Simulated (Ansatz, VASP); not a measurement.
This is a calculation of TiAl for VASP 6.6.1.

The input INCAR:

```
PREC = Accurate ; ENCUT = 520
EDIFF = 1E-6 ; ISMEAR = -1
SIGMA = 0.05 ; LREAL = F
LASPH = T ; NELM = 100
ALGO = Fast ; ISIF = 2
LWAVE = F ; LCHARG = F
GGA = PE ; NBANDS = 14
```

The input KPOINTS:

```
regular mesh
0
Gamma
  8 8 8
```

Contents of POSCAR:

```
TiAl
1.0
    3.2414144177      0.0000000000      0.0000000000
    0.0000000000      3.2414144177      0.0000000000
    0.0000000000      0.0000000000      3.2414144177
Ti Al
1 1
Direct
    0.0000000000      0.0000000000      0.0000000000
    0.5000000000      0.5000000000      0.5000000000
```

Potentials or basis: VASP PAW PBE potentials, release 64 (Ti_sv, Al).

Launch:

```bash
$ cat potpaw_PBE.64/Ti_sv/POTCAR potpaw_PBE.64/Al/POTCAR > POTCAR
$ mpirun -np 1 vasp_std > vasp.out
```

Task: Set up the same calculation for Ansatz 0.2.0. Potentials there: all-electron LAPW, scalar-relativistic.

Result: As run (the cutoff follows the program's own potentials):

The input input.yaml:

```yaml
crystal:
  lattice:
    - [3.2414144177, 0.0, 0.0]
    - [0.0, 3.2414144177, 0.0]
    - [0.0, 0.0, 3.2414144177]
  atoms:
    - { symbol: Ti, position: [0.0, 0.0, 0.0] }
    - { symbol: Al, position: [0.5, 0.5, 0.5] }
kpoints:
  mp_grid: { grid: [8, 8, 8] }
scf:
  occupations: { method: fermi_dirac, width: 0.05 }
hamiltonian:
  xc: pbe
  pseudopotentials: { kind: all_electron, lapw: { basis_error: 0.0005 } }
output:
  forces: true
  stress: true
  eigenvalues: true
```

Potentials or basis: all-electron LAPW, scalar-relativistic.

Launch:

```console
$ ansatz run input.yaml --threads 1 --pin off --max-ram 3072MiB --backend cpu --events-out ev --progress --plain --runs-dir out
```

Both were run:

|  | VASP | Ansatz | Ansatz less VASP |
| --- | --- | --- | --- |
| gap on the k mesh at the Fermi level (eV) | none | none | - |
| pressure (GPa) | -5.1 | -5.1 | +0.01 |

A gap of «none» marks a metal or a gap that the smearing closes. Ansatz ran all-electron here, so the differences hold the error of VASP's frozen core and of both bases.
